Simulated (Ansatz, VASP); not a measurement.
This is a calculation of AlN for Ansatz 0.2.0. 

input.yaml

```yaml
crystal:
  lattice:
    - [3.113, 0.0, 0.0]
    - [-1.5565, 2.695937082, 0.0]
    - [0.0, 0.0, 4.981]
  atoms:
    - { symbol: Al, position: [0.6666666667, 0.3333333333, 0.5] }
    - { symbol: Al, position: [0.3333333333, 0.6666666667, 0.0] }
    - { symbol: "N", position: [0.6666666667, 0.3333333333, 0.88] }
    - { symbol: "N", position: [0.3333333333, 0.6666666667, 0.38] }
hamiltonian:
  xc: pbesol
  pseudopotentials: { kind: paw }
kpoints:
  mp_grid: { grid: [10, 10, 6] }
scf:
  occupations: { method: gaussian, width: 0.1 }
output:
  forces: true
  stress: true
  eigenvalues: true
```

Potentials or basis: Ansatz PAW.

Launch:

```sh
$ ansatz run input.yaml --threads 2 --pin off --max-ram 5632MiB --backend cpu --events-out ev --progress --plain --runs-dir out
```

Q: Translate it to VASP 6.6.1. Potentials or basis there: PBE PAW files Al, N, 500 eV.

A: As run (cutoffs and basis follow the program's own potentials, and thresholds, step limits or extra output files can differ):

INCAR

```
SYSTEM = AlN
PREC = Accurate
ENCUT = 500
EDIFF = 1E-7
ISMEAR = 0
SIGMA = 0.1
LREAL = .False.
LASPH = .True.
NELM = 100
ALGO = Normal
ISIF = 2
LWAVE = .False.
LCHARG = .False.
GGA = PS
NBANDS = 16
```

File KPOINTS:

```
Automatic mesh
0
Gamma
  10 10 6
  0 0 0
```

The input POSCAR:

```
AlN
1.0
    3.1130000000      0.0000000000      0.0000000000
   -1.5565000000      2.6959370820      0.0000000000
    0.0000000000      0.0000000000      4.9810000000
Al N
2 2
Direct
    0.6666666667      0.3333333333      0.5000000000
    0.3333333333      0.6666666667      0.0000000000
    0.6666666667      0.3333333333      0.8800000000
    0.3333333333      0.6666666667      0.3800000000
```

Potentials or basis: VASP PAW PBE potentials, release 64 (Al, N).

Run with:

```console
$ cat potpaw_PBE.64/Al/POTCAR potpaw_PBE.64/N/POTCAR > POTCAR
$ mpirun -np 1 vasp_std > vasp.out
```

Both were run:

|  | Ansatz | VASP |
| --- | --- | --- |
| Pressure | 0.2 GPa | 0.2 GPa |
| Largest force | 0.130 eV/Å | 0.132 eV/Å |

Ansatz's pressure holds a Pulay term of +0.52 GPa for its cutoff of 420 eV, which the other run lacks.

Ansatz's potentials were made for PBE. VASP's potentials were made for PBE.

Where Ansatz's input types no cutoff or centring, it takes its own default and a Γ-centred mesh.

Pressure is positive in compression.
